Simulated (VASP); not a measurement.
Wanted: the native input for a VASP 6.6.1 run.

| Property | Result |
| --- | --- |
| Task | relaxation of cell and atoms |
| Functional | BLYP |
| Potentials or basis | VASP PAW PBE potentials, release 64 (Pt, S) |
| Cutoff | 600 eV |
| k mesh | 9 × 9 × 5 |
| Occupations | fermi-dirac, width 0.05 eV |
| Spin | no spin polarisation |
| Further INCAR settings | ALGO = Normal; EDIFF = 1e-07; IBRION = 2; EDIFFG = -0.01; NSW = 60; ISIF = 3 |

The structure of PtS2 lies in POSCAR:

```
PtS2
1.0
    3.5432000000      0.0000000000      0.0000000000
   -1.7716000000      3.0685012107      0.0000000000
    0.0000000000      0.0000000000      5.0388000000
Pt S
1 2
Direct
    0.0000000000      0.0000000000      0.0000000000
    0.6666666667      0.3333333333      0.7730000000
    0.3333333333      0.6666666667      0.2270000000
```

One way to write it, as run:

INCAR

```
PREC     = Accurate       # precision mode
ENCUT    = 600            # plane-wave cutoff, eV
EDIFF    = 1E-7           # SCF threshold, eV
ISMEAR   = -1             # smearing method
SIGMA    = 0.05           # smearing width, eV
LREAL    = False          # projectors in reciprocal space
LASPH    = True           # aspherical terms in the spheres
NELM     = 60             # most SCF steps
ALGO     = Normal         # electronic algorithm
ISIF     = 3              # what is computed and relaxed
LWAVE    = False          # write WAVECAR
LCHARG   = False          # write CHGCAR
GGA      = B5             # functional
ALDAX    = 1.0          
AGGAX    = 1.0          
AGGAC    = 1.0          
ALDAC    = 0.0          
IBRION   = 2              # ionic algorithm
NSW      = 60             # ionic steps
EDIFFG   = -0.01          # ionic threshold
```

KPOINTS

```
Automatic mesh
0
Gamma
  9 9 5
```

Potentials or basis: VASP PAW PBE potentials, release 64 (Pt, S).

The run is started by

```console
$ cat potpaw_PBE.64/Pt/POTCAR potpaw_PBE.64/S/POTCAR > POTCAR
$ mpirun -np 1 vasp_std > vasp.out
```

Results of the run:

```json
{
  "Relaxed volume": "26.75 Å³/atom",
  "Relaxed cell": "a = 3.643 Å, b = 3.643 Å, c = 6.985 Å, α = 90.00°, β = 90.00°, γ = 120.00°",
  "Space group after relaxing (to 0.05 Å)": "P-3m1 (No. 164)",
  "Energy gained by relaxing": "173.5 meV/atom",
  "Ionic steps": "37",
  "Pressure after relaxing": "0.0 GPa",
  "Largest force after relaxing": "0.008 eV/Å",
  "Band gap on the k mesh": "1.58 eV, indirect (least direct gap 1.60 eV)"
}
```

Caveat: the volume moved by over 15 % at a fixed basis, so the end points are rough; the PAW data sets were made with another functional, which shifts forces and pressure a little; spin-orbit coupling is left out, which moves the levels of the heavy elements; an odd mesh through Γ misses points on the zone boundary, where band edges often lie; this functional lacks dispersion, which binds the layers, so the pressure and a relaxed spacing across them are unreliable, and here the layers came unbound; the volume moved by +47 % from the deposited cell, more than functionals usually miss.

Run time: 19 min on 1 thread of Intel(R) Xeon(R) Platinum 8488C (Sapphire Rapids), with other jobs on the host, peak memory 0.21 GiB.
